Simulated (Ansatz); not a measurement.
TiS2, DFT, PBEsol, PAW with Ansatz's default frozen-core files, scalar-relativistic (Ansatz 0.2.0), run on 1 thread of Intel(R) Xeon(R) Platinum 8488C (Sapphire Rapids) on a shared host.

The geometry is COD entry 1537865, unchecked; take it as a test cell. It is an old determination, and later ones may differ. The listed cell was then made from it by scaling, straining or moving an atom.

Command: `ansatz run input.yaml --threads 1 --pin off --max-ram 6144MiB --backend cpu --events-out ev --progress --plain --runs-dir out`

```yaml
crystal:
  lattice:
    - [3.3423483638, 0.0, 0.0]
    - [-1.6711741819, 2.8945585914, 0.0]
    - [0.0, 0.0, 5.5787428891]
  atoms:
    - { symbol: Ti, position: [0.0, 0.0, 0.0] }
    - { symbol: S, position: [0.3333333333, 0.6666666667, 0.25] }
    - { symbol: S, position: [0.6666666667, 0.3333333333, 0.75] }
kpoints:
  mp_grid: { grid: [14, 14, 7] }
scf:
  occupations: { method: fermi_dirac, width: 0.05 }
hamiltonian:
  xc: pbesol
  pseudopotentials: { kind: paw }
output:
  forces: true
  stress: true
  eigenvalues: true
  efg: { contact_densities: true }
```

Question: How large is the problem that the program sets up?

Answer: 144 irreducible k-points, 1075 plane waves at Γ, 16 bands.

Question: Estimate the wall time and the peak memory.

Answer: 5.2 s of wall time for 7 SCF iterations, with a peak of 0.49 GiB. Times on shared machines scatter by tens of per cent.

Question: And the same cell and mesh by crystal-made all-electron datasets, asked for forces, stress, eigenvalues, efg, on the same hardware?

Answer: 20 s, peak memory 0.89 GiB.
